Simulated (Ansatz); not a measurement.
Input:

Starting cell, ZrO₂ (fluorite):

```xyz
6
Lattice="0.0000 5.0642 5.0642 2.5321 0.0000 2.5321 2.5321 2.5321 0.0000" Properties=species:S:1:pos:R:3 pbc="T T T"
Zr     0.0000     0.0000     0.0000
Zr     0.0000     2.5321     2.5321
O      1.2661     1.2661     1.2661
O      1.2661     3.7982     3.7982
O      3.7982     3.7982     3.7982
O      3.7982     6.3303     6.3303
```

In each cell atom 2 (Zr, nearest neighbour O at 2.193 Å; its periodic images, 3.6 Å or more away, move with it) moves by s·(0.000, 0.000, 1.000) (along Cartesian z), the rest being held.

Method: PBEsol (plane waves to 420 eV, PAW, scalar-relativistic; Ansatz, a quantum-chemistry and plane-wave program). k mesh 9×9×9 (Γ-centred), Fermi-Dirac smearing 0.05 eV. E stands for the smeared free energy. The PAW data are Ansatz's earlier set. This is a high-temperature form of ZrO2. ZrO2 is run without spin polarisation. ZrO2 was relaxed with its symmetry unable to fall. ΔE is measured from the undisplaced structure.

The scan covers s from -0.220 to 0.220 Å in 11 points.

Q: Is this a single well or a double well?

A: A single well with its minimum at or next to zero displacement.

Q: Is the energy the same for equal positive and negative displacements?

A: Even: the same for both signs. With its periodic images moving along, the atom's site symmetry in this cell is -3m.

Q: What force acts on the atom along the line at s = -0.220 Å?

A: 2.40 eV/Å.

Q: What is the force constant k = d²E/ds² of this move at s = 0?

A: 9.43 eV/Å².

(A displaced cell: forces are minus the slopes of the energy, force constants its curvatures, and phonons follow from these.)
